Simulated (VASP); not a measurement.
C2H6, in a box:

```
C H
1.0
    13.08403    0.00000    0.00000
     0.00000   13.58403    0.00000
     0.00000    0.00000   14.08403
C H
2 6
Direct
  0.55701 0.51278 0.50592
  0.44263 0.49453 0.49405
  0.57392 0.55104 0.57296
  0.60046 0.44343 0.50625
  0.58769 0.55840 0.44799
  0.41216 0.44889 0.55207
  0.42595 0.45626 0.42694
  0.39938 0.56400 0.49374
```

Base run:

| Property | Result |
| --- | --- |
| Program | VASP 6.6.1 |
| Functional | RPBE |
| Potentials or basis | VASP PAW PBE potentials, release 64 (C, H) |
| Cutoff | 400 eV |
| k mesh | 1 × 1 × 1 |
| Occupations | gaussian, width 0.01 eV |
| Spin | no spin polarisation |

Its results: gap between the frontier levels 7.51 eV; largest force 0.229 eV/Å.

Question: The run is repeated on the same cell with these changes: functional from RPBE to rev-vdW-DF2. What comes out?

Answer: Gap between the frontier levels 7.40 eV; largest force 0.046 eV/Å.

Caveats: the PAW data sets were made with another functional, which shifts forces and pressure a little.

A k mesh can miss the band edges.

Not every run made on this cell is shown here.
